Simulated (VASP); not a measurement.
## K: single point with r2SCAN0

K:

```
K
1.0
     4.51600    0.00000    0.00000
     0.00000    4.51600    0.00000
     0.00000    0.00000    4.51600
K
1
Direct
  0.00000 0.00000 0.00000
```

This isn't the form of K at room conditions, which is bcc.

The cell isn't the ideal one: volume scaled by 1.15.

```
Program                            : VASP 6.6.1
Task                               : single point
Functional                         : r2SCAN0
Potentials or basis                : VASP PAW PBE potentials, release 54 (K_sv)
Cutoff                             : 520 eV
k mesh                             : 4 × 4 × 4
Occupations                        : methfessel-paxton 2, width 0.02 eV
Spin                               : no spin polarisation
Grid for exact exchange (PRECFOCK) : Fast
Exchange at q = 0                  : truncated
Further INCAR settings             : ALGO = Normal; EDIFF = 1.00e-07; NBANDS = 10
```

```json
{"Pressure": "-0.4 GPa", "Band gap on the k mesh": "none (metal or under the smearing width)"}
```

Levels at points of the mesh, in eV from the Fermi level:
| k point | band 1 | band 2 | band 3 | band 4 | band 5 | band 6 | band 7 | band 8 |
| --- | --- | --- | --- | --- | --- | --- | --- | --- |
| (0.00, 0.00, 0.00) | -37.07 | -18.64 | -18.64 | -18.64 | -2.69 | 3.72 | 3.72 | 6.60 |
| (0.50, 0.00, 0.00) | -37.07 | -18.69 | -18.64 | -18.64 | -0.20 | 0.00 | 4.40 | 5.55 |
| (0.50, 0.50, 0.00) | -37.07 | -18.69 | -18.69 | -18.63 | 1.65 | 2.37 | 2.37 | 2.59 |
| (0.50, 0.50, 0.50) | -37.06 | -18.68 | -18.68 | -18.68 | 2.94 | 2.94 | 2.94 | 4.49 |

Run time: 99 s on 1 thread of Intel(R) Xeon(R) Platinum 8488C (Sapphire Rapids), with other jobs on the host, peak memory 0.22 GiB.

Caveat: the PAW data sets were made with another functional, which shifts forces and pressure a little.
